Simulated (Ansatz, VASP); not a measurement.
# One calculation of Be, two programs

The input INCAR:

```
SYSTEM = Be
PREC = Accurate ; ENCUT = 520
EDIFF = 1E-6 ; ISMEAR = -1
SIGMA = 0.1 ; LREAL = .False.
LASPH = .True. ; NELM = 60
ALGO = Normal ; ISIF = 2
LWAVE = .False. ; LCHARG = .False.
GGA = PE ; NBANDS = 7
```

Contents of KPOINTS:

```
regular mesh
0
Gamma
  20 20 20
  0 0 0
```

File POSCAR:

```
Be
1.0
   -1.2988882225      1.2988882225      1.2988882225
    1.2988882225     -1.2988882225      1.2988882225
    1.2988882225      1.2988882225     -1.2988882225
Be
1
Direct
    0.0000000000      0.0000000000      0.0000000000
```

Input for Ansatz:

```yaml
crystal:
  lattice:
    - [-1.2988882225, 1.2988882225, 1.2988882225]
    - [1.2988882225, -1.2988882225, 1.2988882225]
    - [1.2988882225, 1.2988882225, -1.2988882225]
  atoms:
    - { symbol: Be, position: [0.0, 0.0, 0.0] }
hamiltonian:
  xc: pbe
  pseudopotentials:
    kind: paw
    azcp:
      Be: "pseudopotentials/Be.paw.azcp"
basis:
  ecutwfc: 420
  fft_grid_basis: typed
kpoints:
  mp_grid: { grid: [20, 20, 20], shift: [0, 0, 0] }
magnetization:
  spin_polarized: false
scf:
  occupations: { method: fermi_dirac, width: 0.1 }
  lower_state_search: "off"
output:
  stress: true
```

Alike in both runs: task single point; functional PBE; k mesh 20 × 20 × 20; occupations fermi-dirac, width 0.1 eV; no spin polarisation.

|  | VASP | Ansatz |
| --- | --- | --- |
| version | VASP 6.6.1 | Ansatz 0.2.0 |
| potentials or method | VASP PAW PBE potentials, release 64 (Be) | plane waves (420 eV) with PAW, scalar-relativistic |
| plane-wave cutoff (eV) | 520 | 420 |
| valence electrons in the cell | 2 | 2 |

VASP gave:

| Quantity | Value |
| --- | --- |
| pressure (GPa) | -11.4 |

Estimate Ansatz's values.

pressure (GPa): -11.5.

The functional is the same, so the differences come from potentials, cutoffs and numerics.
